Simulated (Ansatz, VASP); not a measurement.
## One calculation of PbO2, two programs

POSCAR

```
PbO2
1.0
    0.0000000000      2.7019920000      2.7019920000
    2.7019920000      0.0000000000      2.7019920000
    2.7019920000      2.7019920000      0.0000000000
Pb O
1 2
Direct
    0.0000000000      0.0000000000      0.0000000000
    0.2500000000      0.2500000000      0.2500000000
    0.7500000000      0.7500000000      0.7500000000
```

The input INCAR.step1:

```
SYSTEM = PbO2
  ALGO = Normal
  EDIFF = 1E-4
  ENCUT = 520
  GGA = PE
  ISMEAR = -1
  LASPH = .True.
  LCHARG = .False.
  LREAL = .False.
  LWAVE = .True.
  NBANDS = 20
  NELM = 100
  PREC = Accurate
  SIGMA = 0.45
```

File INCAR.step2:

```
SYSTEM = PbO2
  ALGO = Normal
  EDIFF = 1E-7
  ENCUT = 520
  ISIF = 2
  ISMEAR = -1
  ISTART = 1
  LASPH = .True.
  LCHARG = .False.
  LMIXTAU = .True.
  LREAL = .False.
  LWAVE = .False.
  METAGGA = R2SCAN
  NBANDS = 20
  NELM = 100
  PREC = Accurate
  SIGMA = 0.45
```

The input KPOINTS:

```
k-points
0
Gamma
  6 6 6
  0 0 0
```

Input for Ansatz:

```yaml
crystal:
  lattice:
    - [0.0, 2.701992, 2.701992]
    - [2.701992, 0.0, 2.701992]
    - [2.701992, 2.701992, 0.0]
  atoms:
    - { symbol: Pb, position: [0.0, 0.0, 0.0] }
    - { symbol: O, position: [0.25, 0.25, 0.25] }
    - { symbol: O, position: [0.75, 0.75, 0.75] }
basis:
  ecutwfc: 500
kpoints:
  mp_grid: { grid: [6, 6, 6] }
hamiltonian:
  xc: r2scan
scf:
  occupations: { method: fermi_dirac, width: 0.45 }
output:
  forces: true
  stress: true
  eigenvalues: true
```

Alike in both runs: task single point; functional r2SCAN; k mesh 6 × 6 × 6; occupations fermi-dirac, width 0.45 eV; no spin polarisation.

|  | VASP | Ansatz |
| --- | --- | --- |
| version | VASP 6.6.1 | Ansatz 0.2.0 |
| potentials or method | VASP PAW PBE potentials, release 64 (Pb_d, O) | scalar-relativistic, plane waves, PAW |
| plane-wave cutoff (eV) | 520 | 500 |
| valence electrons in the cell | 26 | 26 |

|  | VASP | Ansatz | Ansatz less VASP |
| --- | --- | --- | --- |
| gap on the k mesh at the Fermi level (eV) | none | none | - |
| pressure (GPa) | -2.3 | -3.2 | -0.96 |

A gap of «none» marks a metal or a gap that the smearing closes.

Caveats: the PAW data sets were made with another functional, which shifts forces and pressure a little (VASP). Spin-orbit coupling is left out, which matters for the levels of Pb.
